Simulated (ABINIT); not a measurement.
A run of ABINIT 10.8.3 (patched build) is set up as follows.

run.abi

```
# Pseudopotentials
pp_dirpath "./"
pseudos "Mg.upf, O.upf"

# Structure
acell 3*1.0 Angstrom
rprim
     3.2171166626     0.0000000000     0.0000000000
    -1.6085583313     2.7861047567     0.0000000000
     0.0000000000     0.0000000000     4.8462950346
ntypat 2
znucl 12 8
natom 4
typat 1 1 2 2
xred
     0.6666666667     0.3333333333     0.5021597400
     0.3333333333     0.6666666667     0.0021597400
     0.6666666667     0.3333333333     0.9024402600
     0.3333333333     0.6666666667     0.4024402600
chkprim 0
chksymtnons 0
tolsym 1.0e-6

# Plane-wave basis
ecut 49.4

# k points
kptopt 1
ngkpt 7 7 4
nshiftk 1
shiftk 0.0 0.0 0.0

# Exchange and correlation
ixc -116133

# Bands and occupations
nband 20
occopt 3
tsmear 0.00183747

# SCF cycle
nstep 100
tolvrs 1.0e-10

# Output
iomode 3
prtwf 0
prtden 0
prteig 0
prtebands 0
enunit 1
prtvol 2
```

Potentials or basis: PseudoDojo NC SR PBEsol v0.4.1 standard.

Run with:

```sh
$ abinit run.abi > log 2>&1
```

Task: Estimate the band gap on the k mesh.

Result: 3.84 eV, direct.

Task: Predict the pressure.

Result: 12.3 GPa.

Task: Predict the largest force.

Result: 0.079 eV/Å.

Stress tensor (GPa, compression positive):
```
12.86  0.00  0.00
 0.00 12.86  0.00
 0.00  0.00 11.04
```
